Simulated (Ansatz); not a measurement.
MoP:

```xyz
2
Lattice="3.2230 0.0000 0.0000 -1.6115 2.7912 0.0000 0.0000 0.0000 3.1910" Properties=species:S:1:pos:R:3 pbc="T T T"
Mo    0.0000    0.0000    0.0000
P     0.0000    1.8608    1.5955
```

Below is the output of Ansatz 0.2.0 for this cell. Logs are shortened: lines on timing, memory, paths and dates and some standing lists are left out, and cuts for length are marked.

```text
Warning: RAYON_NUM_THREADS=1 ignored (pool sized by the plan → 1); use --threads N
LAPW: plane waves up to 8.159 Å⁻¹, error target 1.0e-3 eV per atom; small_component_spin mean_spin; P in spheres of 1.092 Å, 13 of its electrons in bands, Dirac shells []; Mo in spheres of 1.359 Å, 30 of its electrons in bands, Dirac shells [] (how accurate: hamiltonian.pseudopotentials.lapw.basis_error, Limitations)
Engine: ansatz 0.2.0, aarch64-unknown-linux-gnu
Pseudopotentials: kind: all_electron
Pseudopotential: Mo, LAPW, valence charge 30, lapw/all_electron/scalar/gaussian/Mo, Koelling and Harmon's equation, gaussian nucleus
Pseudopotential: P, LAPW, valence charge 13, lapw/all_electron/scalar/gaussian/P, Koelling and Harmon's equation, gaussian nucleus
Functional definition: PBE
  parameter kappa = 0.804
  parameter beta = 0.06672455060314922
  exchange = pbe_x(kappa = kappa, mu = beta*pi^2/3)
  correlation = pbe_c(beta = beta)
Crystal: 2 atoms, lattice volume = 28.706 Å³
Basis set: ecut = 253.62932429590018 eV, 255 PW (Γ), exchange–correlation at level 2
Bands: 26, of which v1, the nominal top of the filled ones, is band 22 counted from 1 (21 counted from 0)
Symmetry: 12 space group operations
Space group: P-6m2 (ITA 187), of the structure as read, at distance tolerance 3.1e-5 Å
k-points: 70 of 800 (time reversal used)
Non-local potential: Mo, projectors of the file, none
Non-local potential: P, projectors of the file, none
Initial density: superposition of atomic densities (chi_scale 0.1, normalization cell, long waves kept (reshape's long-wave potential 0.00 eV rms))
Initial wavefunctions: plane waves of lowest kinetic energy (no species holds an atomic orbital)
Functional: x = pbe(κ = 0.804, μ = 0.2195149727645171), c = pbe(β = 0.06672455060314922)
iter 1 solved again at ethr=3.68e-3 eV; its pass at ethr=1.00e-1 eV (dr2=1.58e0 eV) is discarded
SCF iter   1: F=—  HF=-119489.137674 eV  |F-HF|=—  |Δ(HF+E_count)|=         —  Δρ=6.52e-2  dr2=1.59e0  ethr=3.68e-3  ⟨swp⟩=2.0  Hψ=11611  notcnv=0
preconditioner: auto → none  [insulator: Δε(μ)=0.041 eV  Ē_g=9.260 eV  σ=0.026 eV  W_gap=0.72  n_scr=8 (ndim 8)  ℏωp=23.0 eV  f_vac=0.000  D(μ)=0.59/eV (n_scr^D=0)  ε∞_Penn≈7.2]
SCF iter   2: F=—  HF=-119488.780069 eV  |F-HF|=—  |Δ(HF+E_count)|=   3.58e-1  Δρ=5.17e-2  dr2=1.29e0  ethr=3.68e-3  ⟨swp⟩=3.0  Hψ=5608  notcnv=0
iter 3 solved again at ethr=6.09e-5 eV; its pass at ethr=3.00e-3 eV (dr2=2.62e-2 eV) is discarded
SCF iter   3: F=—  HF=-119488.203990 eV  |F-HF|=—  |Δ(HF+E_count)|=   5.76e-1  Δρ=1.29e-2  dr2=2.61e-2  ethr=6.09e-5  ⟨swp⟩=2.1  Hψ=9112  notcnv=0
SCF iter   4: F=—  HF=-119488.195151 eV  |F-HF|=—  |Δ(HF+E_count)|=         —  Δρ=2.51e-3  dr2=2.75e-3  ethr=6.07e-5  ⟨swp⟩=2.4  Hψ=5626  notcnv=0
the basis was enlarged: its passes take 2.7 MiB over the memory plan, 1 of 1 planned eigensolver slots
SCF iter   5: F=—  HF=-119488.193190 eV  |F-HF|=—  |Δ(HF+E_count)|=   1.96e-3  Δρ=5.16e-4  dr2=6.24e-5  ethr=6.40e-6  ⟨swp⟩=2.0  Hψ=5293  notcnv=0
SCF iter   6: F=—  HF=-119488.193149 eV  |F-HF|=—  |Δ(HF+E_count)|=   4.11e-5  Δρ=1.94e-4  dr2=1.16e-5  ethr=1.45e-7  ⟨swp⟩=2.0  Hψ=5291  notcnv=0
SCF iter   7: F=—  HF=-119488.193142 eV  |F-HF|=—  |Δ(HF+E_count)|=   6.66e-6  Δρ=2.44e-5  dr2=1.67e-7  ethr=2.69e-8  ⟨swp⟩=2.0  Hψ=5291  notcnv=0
SCF iter   8: F=-119488.193142 eV  HF=-119488.193142 eV  |F-HF|=3.64e-10  |Δ(HF+E_count)|=   1.08e-7  Δρ=1.97e-6  dr2=4.56e-10  ethr=3.89e-10  ⟨swp⟩=2.0  Hψ=5292  notcnv=0
SCF 1 converged in 8 iterations: F = -119488.193142 eV  dr2 = 4.56e-10
SCF converged after 8 iterations
Free energy (F): -119488.193142 eV
Harris-Foulkes:  -119488.193142 eV  (|F-HF|=3.64e-10)
Internal energy: -119488.193008 eV  (E = F + TS)
E sigma→0 (E₀):  -119488.193075 eV
Entropy (-TS):   -0.000134 eV (-0.067 meV/atom)
Fermi energy:    19.220227 eV
--- Per-component energies (eV) ---
  E_band       = -5052.519404
  E_kinetic    = 123521.869743
  E_xc         = -4005.573050
  E_electrostatic = -239004.489701  (all electrons and nuclei)
  E_smearing   = -0.000134  (= −TS)
  E_closure    = 0.000000  (closes the sum)
  E_atoms      = -119470.547489  (free atoms, spherical and without spin; not in F)
  Σ components = -119488.193142   (vs F -119488.193142, Δ=0.00e0)
  Basis errors (estimates in eV, not in F): energy 3.8e-4 per atom: plane waves 3.4e-4 (1.9e-4 summed), levels above the bands 0.0e0, relativity 3.3e-8, radial functions 3.8e-5, core shells 1.8e-7; eigenvalues (radial functions only) 1.5e-6; not estimated: angular momenta, meshes, grids; target (lapw.basis_error) 1.0e-3; muffin-tin radii P 1.092 Å, Mo 1.359 Å
--- Forces (eV/Å), atoms counted from 1 ---
  atom   1  Mo     0.00000000     0.00000000     0.00000000
  atom   2  P     -0.00000000     0.00000000     0.00000000
  max |Σ_I F_I| component: 1.16e-17 eV/Å
--- Stress (GPa, compression-positive) ---
        2.825829       0.000000       0.000000
        0.000000       2.825829       0.000000
        0.000000       0.000000       2.037146
  P = ⅓ Tr σ = 2.5629 GPa (25.629 kbar)
--- Band table (eV; the first three rows and the last of 70) ---
  k-point 0: bands = ["-356.7592", "-356.7148", "-356.7148", "-198.6417", "-198.6082", "-198.6082", "-198.5881", "-198.5881", "-149.7218", "-100.2073", "-100.2073", "-100.1961", "-41.9772", "-16.1306", "-15.9146", "-15.9146", "5.2907", "15.0426", "15.9208", "15.9208", "18.5079", "19.4911", "19.4911", "23.3468", "23.3468", "24.7699"]
  k-point 1: bands = ["-356.7592", "-356.7148", "-356.7148", "-198.6417", "-198.6082", "-198.6082", "-198.5881", "-198.5881", "-149.7218", "-100.2073", "-100.2073", "-100.1961", "-41.9742", "-16.1747", "-15.9108", "-15.9108", "5.5423", "14.7098", "16.0372", "16.0372", "18.4461", "18.9172", "18.9172", "23.7287", "23.7287", "24.9789"]
  k-point 2: bands = ["-356.7592", "-356.7148", "-356.7148", "-198.6417", "-198.6082", "-198.6082", "-198.5881", "-198.5881", "-149.7218", "-100.2073", "-100.2073", "-100.1961", "-41.9670", "-16.2797", "-15.9016", "-15.9016", "6.2396", "13.5834", "16.3255", "16.3255", "18.0076", "18.0076", "18.9065", "23.4815", "23.4815", "25.5227"]
  k-point 69: bands = ["-356.7592", "-356.7148", "-356.7148", "-198.6417", "-198.6082", "-198.6082", "-198.5881", "-198.5881", "-149.7218", "-100.2073", "-100.2073", "-100.1962", "-41.9219", "-16.3393", "-16.1419", "-16.0752", "8.3569", "12.4462", "13.4896", "15.9356", "17.8255", "20.8303", "22.4783", "22.7617", "23.7081", "24.7893"]
```

Q: Write the input and the command behind it.

A: Single point with PBE, no spin polarisation. The files as run (others can give the same):

input.yaml
```yaml
crystal:
  lattice:
    - [3.223, 0.0, 0.0]
    - [-1.6115, 2.7911998764, 0.0]
    - [0.0, 0.0, 3.191]
  atoms:
    - { symbol: Mo, position: [0.0, 0.0, 0.0] }
    - { symbol: P, position: [0.3333333333, 0.6666666667, 0.5] }
kpoints:
  mp_grid: { grid: [10, 10, 8] }
scf:
  occupations: { method: gaussian, width: 0.026 }
hamiltonian:
  xc: pbe
  pseudopotentials: { kind: all_electron, lapw: { basis_error: 0.001 } }
output:
  forces: true
  stress: true
  eigenvalues: true
```

Potentials or basis: all-electron LAPW, scalar-relativistic.
The run is started by
```sh
$ ansatz run input.yaml --threads 1 --pin off --max-ram 3072MiB --backend cpu --events-out ev --progress --plain --runs-dir out
```
